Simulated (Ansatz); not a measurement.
# MgO (Fm-3m) in Ansatz: notebook, part 2 of 2

Ansatz 0.2.0.

### Step 4. Elastic constants, PBE

input.yaml reads:

```yaml
crystal:
  lattice:
    - [0.0, 2.0970013927, 2.0970013927]
    - [2.0970013927, 0.0, 2.0970013927]
    - [2.0970013927, 2.0970013927, 0.0]
  atoms:
    - { symbol: Mg, position: [0.0, 0.0, 0.0] }
    - { symbol: O, position: [0.5, 0.5, 0.5] }
kpoints:
  mp_grid: { grid: [8, 8, 8] }
scf:
  occupations: { method: fermi_dirac, width: 0.05 }
hamiltonian:
  xc: pbe
  pseudopotentials: { kind: all_electron, lapw: { basis_error: 0.001 } }
output:
  forces: true
  stress: true
elastic:
  mode: relaxed_ion
  stencil: two_point
```

Potentials or basis: all-electron LAPW, scalar-relativistic.

Command:

```console
$ ansatz run input.yaml --threads 1 --pin off --max-ram 3072MiB --backend cpu --events-out ev --progress --plain --runs-dir out
```

The program printed:

```text
Warning: RAYON_NUM_THREADS=1 ignored (pool sized by the plan → 1); use --threads N
LAPW: plane waves up to 9.431 Å⁻¹, error target 1.0e-3 eV per atom; small_component_spin mean_spin; O in spheres of 0.996 Å, 8 of its electrons in bands, Dirac shells []; Mg in spheres of 1.038 Å, 10 of its electrons in bands, Dirac shells [] (how accurate: hamiltonian.pseudopotentials.lapw.basis_error, Limitations)
Engine: ansatz 0.2.0, aarch64-unknown-linux-gnu
Pseudopotentials: kind: all_electron
Pseudopotential: Mg, LAPW, valence charge 10, lapw/all_electron/scalar/gaussian/Mg, Koelling and Harmon's equation, gaussian nucleus
Pseudopotential: O, LAPW, valence charge 8, lapw/all_electron/scalar/gaussian/O, Koelling and Harmon's equation, gaussian nucleus
Functional definition: PBE
  parameter kappa = 0.804
  parameter beta = 0.06672455060314922
  exchange = pbe_x(kappa = kappa, mu = beta*pi^2/3)
  correlation = pbe_c(beta = beta)
Crystal: 2 atoms, lattice volume = 18.443 Å³
Basis set: ecut = 338.8782399966612 eV, 259 PW (Γ), exchange–correlation at level 2
Bands: 13, of which v1, the nominal top of the filled ones, is band 9 counted from 1 (8 counted from 0)
Symmetry: 48 space group operations
Space group: Fm-3m (ITA 225), of the structure as read, at distance tolerance 2.6e-5 Å
k-points: 29 of 512
Non-local potential: Mg, projectors of the file, none
Non-local potential: O, projectors of the file, none
Initial density: superposition of atomic densities (chi_scale 0.1, normalization cell, long waves kept (reshape's long-wave potential 0.00 eV rms))
Initial wavefunctions: plane waves of lowest kinetic energy (no species holds an atomic orbital)
Functional: x = pbe(κ = 0.804, μ = 0.2195149727645171), c = pbe(β = 0.06672455060314922)
iter 1 solved again at ethr=1.39e-2 eV; its pass at ethr=1.00e-1 eV (dr2=2.50e0 eV) is discarded
SCF iter   1: F=—  HF=-7504.199128 eV  |F-HF|=—  |Δ(HF+E_count)|=         —  Δρ=1.12e-1  dr2=2.50e0  ethr=1.39e-2  ⟨swp⟩=2.0  Hψ=2496  notcnv=0
preconditioner: auto → none  [insulator: Δε(μ)=6.758 eV  Ē_g=20.439 eV  σ=0.050 eV  W_gap=1.00  n_scr=8 (ndim 8)  ℏωp=24.5 eV  f_vac=0.000  D(μ)=0.00/eV (n_scr^D=0)  ε∞_Penn≈2.4]
iter 2 solved again at ethr=2.75e-4 eV; its pass at ethr=1.39e-2 eV (dr2=4.94e-2 eV) is discarded
[... 77 lines left out ...]
  Σ components = -7502.647037   (vs F -7502.647037, Δ=0.00e0)
  Basis errors (estimates in eV, not in F): energy 4.0e-4 per atom: plane waves 3.6e-4 (2.0e-4 summed), levels above the bands 5.5e-133, relativity 3.9e-8, radial functions 4.5e-5, core shells 1.2e-11; eigenvalues (radial functions only) 1.1e-5; not estimated: angular momenta, meshes, grids; target (lapw.basis_error) 1.0e-3; muffin-tin radii O 0.996 Å, Mg 1.038 Å
--- Forces (eV/Å), atoms counted from 1 ---
  atom   1  Mg    -0.00000000    -0.00000000    -0.00000000
  atom   2  O      0.00000000     0.00000000    -0.00000000
  max |Σ_I F_I| component: 2.87e-30 eV/Å
--- Stress (GPa, compression-positive) ---
        6.972453       0.000000       0.000000
        0.000000       6.972453       0.000000
        0.000000       0.000000       6.972453
  P = ⅓ Tr σ = 6.9725 GPa (69.725 kbar)
--- Band table (eV; the first three rows and the last of 29) ---
  k-point 0: bands = ["-495.1282", "-64.2588", "-30.9819", "-30.9819", "-30.9819", "-9.3060", "8.0084", "8.0084", "8.0084", "12.8724", "23.8933", "23.8933", "23.8933"]
  k-point 1: bands = ["-495.1282", "-64.2574", "-30.9954", "-30.9833", "-30.9833", "-9.1342", "7.0520", "7.9034", "7.9034", "13.7838", "22.2067", "24.2590", "24.2590"]
  k-point 2: bands = ["-495.1282", "-64.2541", "-31.0277", "-30.9865", "-30.9865", "-8.6885", "5.3309", "7.6614", "7.6614", "15.2250", "20.6732", "24.7807", "24.7807"]
  k-point 28: bands = ["-495.1282", "-64.2465", "-31.0354", "-31.0354", "-31.0144", "-7.6688", "5.0340", "5.0340", "6.2189", "19.7498", "19.7498", "20.3508", "23.7117"]
--- Elastic constants: 2 strain directions × 2 members + reference (group order 48) ---
  dense FFT box of the reference and of every strained cell: 18×18×18
  strains applied: 11, 23; error gains: componentwise 1.00 (the most a stress slope's error grows in a printed constant), spectral 1.73 (1 for all six strains in a standard setting)
  C = ∂σ_k/∂η_j (tension-positive GPa; Voigt order 11 22 33 23 13 12):
       328.764    100.909    100.909      0.000     -0.000     -0.000
       100.909    328.764    100.909     -0.000      0.000     -0.000
       100.909    100.909    328.764     -0.000     -0.000      0.000
         0.000     -0.000     -0.000    148.272     -0.000     -0.000
        -0.000      0.000      0.000      0.000    148.272      0.000
        -0.000      0.000      0.000     -0.000     -0.000    148.272
  reference stress σ⁰ (GPa):     -6.972     -6.972     -6.972     -0.000      0.000     -0.000
  no Pulay correction (none for the plane-wave cutoff is built on LAPW): the batch's stresses and constants are at fixed plane waves
  C* (energy form; C + prestress term) asymmetry max|C*_kj − C*_jk| = 1.421e-14 GPa — a small one proves nothing (zero by symmetry where the batch's group is 432, −43m or m−3m); a large one is finite-difference/SCF noise where every solve meets its electron count
  moduli (Voigt/Reuss/Hill, GPa): K = 176.86/176.86/176.86   G = 134.53/132.32/133.43   E = 319.84   ν = 0.199
  mechanically stable: yes (min eigenvalue of sym C = 148.27 GPa)
  where every solve meets its electron count the energy-path curvature estimates C_jj along a normal strain and C_jj − ¼(σ⁰_aa + σ⁰_bb) along a shear (ab), closely only under elastic.basis: deformed
  strain η (Voigt 11):  stress-route row diagonal C_11 = 328.76 GPa, energy-path curvature d²(F+E_count)/dδ²/Ω₀ = 328.75 GPa
         δ    σ_11 (GPa)             F (eV)   n_scf  n_hpsi   n_pw
    -2.000e-3      -7.6377       -7502.6453558       7   21510    273   relax 0 steps, max|allowed force component| 9.86e-32 eV/Å
     2.000e-3      -6.3227       -7502.6485675       7   21554    273   relax 0 steps, max|allowed force component| 6.41e-30 eV/Å
  strain η (Voigt 23):  stress-route row diagonal C_44 = 148.27 GPa, energy-path curvature d²(F+E_count)/dδ²/Ω₀ = 151.76 GPa
         δ    σ_23 (GPa)             F (eV)   n_scf  n_hpsi   n_pw
    -2.000e-3      -0.2965       -7502.6470024       6   32042    273   relax 0 steps, max|allowed force component| 1.01e-30 eV/Å
     2.000e-3       0.2965       -7502.6470024       6   32049    273   relax 0 steps, max|allowed force component| 6.78e-30 eV/Å
```

elastic_members.tsv:

```text
# convention: tension-positive GPa; Voigt order 11 22 33 23 13 12; engineering shear strains; stresses and constants hold the Pulay correction, whose part of sigma0, of c and of each member's stress the lines and columns named pulay_correction_..._gpa give (of c_energy it is that of c and, on the columns of strains 1 to 3, that of sigma0; of a layer's constants it is that of c in the plane, times a tenth of its plane spacing in ang); where a line pulay_correction_withheld stands none holds it
[... 11 lines left out ...]
3	2.0000000000e-3	-6.9721087994e0	-6.9729340946e0	-6.9729340946e0	2.9654417396e-1	0.0000000000e0	-1.0422500324e-15	-7.5026470024e3	-7.5026470024e3	6	32049	273	0	6.7792734042e-30	0.0000000000e0	nan	nan	nan	nan	nan	nan	nan	0.0000000000e0
```

Wall time 29 s (1 thread of Arm Neoverse V1, shared host); peak memory 0.34 GiB.

What came out:

```
Free energy                     : -7502.6470 eV
Pressure                        : 7.0 GPa
Band gap on the k mesh          : 4.86 eV, direct
Elastic constants C11, C12, C44 : 329, 101, 148 GPa
Voigt bulk modulus              : 177 GPa
```

Elastic tensor in Voigt notation (GPa, in the Cartesian axes of the cell as first typed):
```
329 101 101   0   0   0
101 329 101   0   0   0
101 101 329   0   0   0
  0   0   0 148   0   0
  0   0   0   0 148   0
  0   0   0   0   0 148
```

Caveat: the cell is more than 3 GPa from zero pressure, which shifts response properties.

### Step 5. Summary

| task | level | k mesh | cutoff (eV) | gap on the mesh (eV) | pressure (GPa) |
| --- | --- | --- | --- | --- | --- |
| band structure | PBEsol | 11 × 11 × 11 | 316 | 4.76 | 2.4 |
| band structure | revPBE | 11 × 11 × 11 | 316 | 4.95 | 10.8 |
| elastic constants | PBE | 8 × 8 × 8 | 339 | 4.86 | 7.0 |

Alike in all rows: potentials or basis all-electron LAPW, scalar-relativistic; no spin polarisation; cell as given; smearing fermi-dirac 0.05 eV; basis error allowed 0.001 eV/atom.

On the cell as given the gap runs from 4.76 eV (PBEsol) to 4.95 eV (revPBE); the meshes differ, which moves gaps too. The pressure there spans 2.4 GPa (PBEsol) to 10.8 GPa (revPBE); a positive pressure means that this level wants a larger cell, a negative one a smaller.

Caveats: the cell is more than 3 GPa from zero pressure, which shifts response properties (some runs).

Compare energies only between runs with the same functional and basis.

### Step 6. Against experiment

Step 2. Measured gap of MgO: 7.83 eV (quoted in “Electronic structure of alkaline earth and post-transition metal oxides”, 2009, arxiv:0908.1581). This calculation gives 4.76 eV (-3.07 eV). The value is that of PBEsol, without temperature or zero-point motion. Semilocal functionals fall short of measured gaps as a rule. The cell is a database's relaxed one, not the measured one, which moves gaps too.

Step 3. A measured gap of MgO is 7.83 eV (quoted in “Electronic structure of alkaline earth and post-transition metal oxides”, 2009, arxiv:0908.1581); the calculated 4.95 eV misses it by -2.88 eV. The value is that of revPBE, without temperature or zero-point motion. Semilocal functionals fall short of measured gaps as a rule. The cell is a database's relaxed one, not the measured one, which moves gaps too.

Step 4. Measured gap of MgO: 7.83 eV (quoted in “Electronic structure of alkaline earth and post-transition metal oxides”, 2009, arxiv:0908.1581). This calculation gives 4.86 eV (-2.97 eV). The value is that of PBE, without temperature or zero-point motion. Semilocal functionals fall short of measured gaps as a rule. The cell is a database's relaxed one, not the measured one, which moves gaps too.
